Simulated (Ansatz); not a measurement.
# H2C7: the cost of one run

Method: DFT PBE, scalar-relativistic, plane waves, PAW, in Ansatz 0.2.0.

2 further runs of the same task are left out: 2 set aside as unsound or not needed.

## Step 1: The starting structure

The structure is cubic, space group Fd-3m (No. 227). Conventional cell: a = 3.567 Å, b = 3.567 Å, c = 3.567 Å, α = 90.00°, β = 90.00°, γ = 90.00°. Around C (site symmetry -43m) lie 4 C at 1.54 Å.

Coordinates:

```xyz
2
Lattice="0.0000 1.7834 1.7834 1.7834 0.0000 1.7834 1.7834 1.7834 0.0000" Properties=species:S:1:pos:R:3 pbc="T T T"
C     1.7834    1.7834    1.7834
C     2.6751    2.6751    2.6751
```

Source of the structure: the Crystallography Open Database.

## Step 5: Setting up the map

Atoms count from 1 in the order of the input.

Two atoms of the surface dimers are held at set heights.

- height of C25 above its place in the flat dimer: 7 values from −0.431 to 0.417 Å
- height of C26 above its place in the flat dimer: 7 values from −0.431 to 0.417 Å

Relaxed at each point: all atoms of the upper layers, but for the two heights. Points are written as (first, second).

(The set-up runs are not shown.)

## Step 6: The run at (0.000 Å, 0.000 Å)

File input.yaml:

```yaml
crystal:
  lattice:
    - [5.0508284795, 0.0, 0.0]
    - [0.0, 5.0508284795, 0.0]
    - [0.0, 0.0, 18.8596184069]
  atoms:
    - { symbol: C, position: [0.5, 0.5, 0.2466861049] }
    - { symbol: C, position: [0.5, 0.0, 0.2466861049] }
    - { symbol: C, position: [0.0, 0.5, 0.2466861049] }
    - { symbol: C, position: [0.0, 0.0, 0.2466861049] }
    - { symbol: C, position: [0.75, 0.5, 0.294028991] }
    - { symbol: C, position: [0.75, 0.0, 0.294028991] }
    - { symbol: C, position: [0.25, 0.5, 0.294028991] }
    - { symbol: C, position: [0.25, 0.0, 0.294028991] }
    - { symbol: C, position: [0.75, 0.75, 0.3413718772] }
    - { symbol: C, position: [0.75, 0.25, 0.3413718772] }
    - { symbol: C, position: [0.25, 0.75, 0.3413718772] }
    - { symbol: C, position: [0.25, 0.25, 0.3413718772] }
    - { symbol: C, position: [0.0, 0.75, 0.3927044142] }
    - { symbol: C, position: [0.0, 0.25, 0.3927044142] }
    - { symbol: C, position: [0.5, 0.75, 0.3853115867] }
    - { symbol: C, position: [0.5, 0.25, 0.3853115867] }
    - { symbol: C, position: [0.0, 0.0, 0.4431030518] }
    - { symbol: C, position: [0.0, 0.5, 0.4431030518] }
    - { symbol: C, position: [0.5, 0.0, 0.4297410434] }
    - { symbol: C, position: [0.5, 0.5, 0.4297410434] }
    - { symbol: C, position: [0.2682567286, 0.0, 0.4859123807] }
    - { symbol: C, position: [0.2682567286, 0.5, 0.4859123807] }
    - { symbol: C, position: [0.7317432714, 0.0, 0.4859123807] }
    - { symbol: C, position: [0.7317432714, 0.5, 0.4859123807] }
    - { symbol: C, position: [0.3633287476, 0.25, 0.5219339643] }
    - { symbol: C, position: [0.3633287476, 0.75, 0.5219339643] }
    - { symbol: C, position: [0.6366712524, 0.25, 0.5216981927] }
    - { symbol: C, position: [0.6366712524, 0.75, 0.5223688105] }
    - { symbol: H, position: [0.5, 0.642297379, 0.2067119476] }
    - { symbol: H, position: [0.5, 0.357702621, 0.2067119476] }
    - { symbol: H, position: [0.5, 0.142297379, 0.2067119476] }
    - { symbol: H, position: [0.5, -0.142297379, 0.2067119476] }
    - { symbol: H, position: [0.0, 0.3577812996, 0.2066501452] }
    - { symbol: H, position: [0.0, 0.6422187004, 0.2066501452] }
    - { symbol: H, position: [0.0, -0.1422187004, 0.2066501452] }
    - { symbol: H, position: [0.0, 0.1422187004, 0.2066501452] }
basis:
  ecutwfc: 420
kpoints:
  mp_grid: { grid: [5, 5, 1] }
hamiltonian:
  xc: pbe
scf:
  occupations: { method: gaussian, width: 0.05 }
output:
  forces: true
  eigenvalues: true
relax:
  adjacent_minimum: "off"
  f_tol: 0.03
  max_steps: 30
  constraints:
    - { sites: [0, 1, 2, 3, 4, 5, 6, 7, 8, 9, 10, 11, 28, 29, 30, 31, 32, 33, 34, 35] }
    - { sites: [24, 25], fix: z }
efield:
  axis: 3
  dipole_correction: true
  ramp_width: 0.04
```

Command:

```console
$ ansatz run input.yaml --threads 4 --pin off --max-ram 12288MiB --backend cpu --events-out ev --progress --plain --runs-dir out
```

**Question.** How long does this run take on 4 threads of AMD EPYC 9R45 (Zen 5), shared host, and how much memory does it need?

About 16 s, with a peak of 1.4 GiB.
